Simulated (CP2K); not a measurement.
Runs of CP2K 2026.2 on Al2Au. Symmetry: Fm-3m, No. 225, cubic system. The conventional cell has a = 6.000 Å, b = 6.000 Å, c = 6.000 Å, α = 90.00°, β = 90.00°, γ = 90.00°. Around Au (site symmetry m-3m) lie 8 Al at 2.60 Å. Al (site symmetry -43m) has 4 Au at 2.60 Å as nearest neighbours. 

```tsv
task	level	potentials or basis	cell	k mesh	smearing	EPS_DEFAULT	k points reduced by the point group	NGRIDS	CUTOFF of the grids	EXTRAPOLATION	gap on the mesh (eV)	pressure (GPa)	V0 of scaled cells (Å³/atom)	B0 (GPa)
equation of state	LDA	GTH_POTENTIALS Au GTH-PADE-q11, Al GTH-PADE-q3; TZVP-MOLOPT-PBE-GTH basis	as given	8 × 8 × 8	fermi-dirac 0.1 eV	1.0E-9	yes	5	500 Ry	-	-	-	(a)	116
relaxation of cell and atoms	PBE	POTENTIAL_UZH Au GTH-PBE-q11, Al GTH-PBE-q3; TZVP-MOLOPT-PBE-GTH basis	relaxed	6 × 6 × 6	fermi-dirac 0.05 eV	1.0E-10	-	4	700 Ry	USE_PREV_P	none	0.0	-	-
equation of state	PBEsol	POTENTIAL_UZH Au GTH-PBE-q11, Al GTH-PBE-q3; TZVP-MOLOPT-PBE-GTH basis	as given	8 × 8 × 8	fermi-dirac 0.05 eV	1.0E-10	yes	5	500 Ry	-	-	-	(b)	107
band structure	PBEsol	POTENTIAL_UZH Au GTH-PBE-q11, Al GTH-PBE-q3; TZVP-MOLOPT-PBE-GTH basis	as given	8 × 8 × 8	fermi-dirac 0.0259 eV	1.0E-10	yes	5	500 Ry	-	none	2.9	-	-
band structure	r2SCAN	POTENTIAL_UZH Au GTH-SCAN-q11, Al GTH-SCAN-q3; TZVP-MOLOPT-SCAN-GTH basis	as given	8 × 8 × 8	fermi-dirac 0.0259 eV	1.0E-9	yes	4	675 Ry	-	none	-0.1	-	-
```

Alike in all rows: no spin polarisation.

**Question.** Estimate the missing entries.

**Answer.** (a) 17.67; (b) 18.47.

Caveats: with these potentials and basis sets, volumes of gold and of layered tellurides can stand 1.5 % and more from those of plane-wave programs; the basis of atomic orbitals isn't converged, which shifts pressures, moduli and gaps; the potentials were made for another functional, which shifts forces and pressure (some runs); more than 0.5 GPa of stress was left at the end, so the final cell isn't listed (some runs); the real-space grid breaks the cell's symmetry a little (some runs).

A k mesh can miss the band edges, and the runs leave out spin-orbit coupling on Au.

A gap of «none» marks a metal or a gap under the smearing width.

Not every run made on this cell is shown here.
